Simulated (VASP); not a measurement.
Input of a VASP 6.6.1 run:

POSCAR

```
Lu
1.0
   -1.9417899878      1.9417899878      1.9417899878
    1.9417899878     -1.9417899878      1.9417899878
    1.9417899878      1.9417899878     -1.9417899878
Lu
1
Direct
   -0.0172786022     -0.0000522567      0.0263228235
```

File INCAR.step1:

```
SYSTEM = Lu
ALGO = Normal ; EDIFF = 1E-4
ENCUT = 520 ; GGA = PE
ISMEAR = -1 ; LASPH = .TRUE.
LCHARG = .FALSE. ; LREAL = .FALSE.
LWAVE = .TRUE. ; NBANDS = 18
NELM = 100 ; PREC = Accurate
SIGMA = 0.1
```

File INCAR.step2:

```
SYSTEM = Lu
ALGO = Normal ; EDIFF = 1E-6
ENCUT = 520 ; ISIF = 2
ISMEAR = -1 ; ISTART = 1
LASPH = .TRUE. ; LCHARG = .TRUE.
LELF = .TRUE. ; LMIXTAU = .TRUE.
LREAL = .FALSE. ; LVHAR = .TRUE.
LWAVE = .FALSE. ; METAGGA = R2SCAN
NBANDS = 18 ; NELM = 100
PREC = Accurate ; SIGMA = 0.1
```

KPOINTS

```
k-points
0
G
  7 7 7
  0 0 0
```

Potentials or basis: VASP PAW PBE potentials, release 64 (Lu).

The run is started by

```sh
$ cat potpaw_PBE.64/Lu/POTCAR > POTCAR
$ cp INCAR.step1 INCAR
$ mpirun -np 1 vasp_std > vasp.out
$ cp INCAR.step2 INCAR
$ mpirun -np 1 vasp_std > vasp.out
```

**Question.** Predict the pressure.

**Answer.** 0.7 GPa.

**Question.** Predict the band gap on the k mesh.

**Answer.** None (metal or under the smearing width).

Caveat: the PAW data sets were made with another functional, which shifts forces and pressure a little. The run has no spin-orbit coupling, so splittings on Lu are missing.
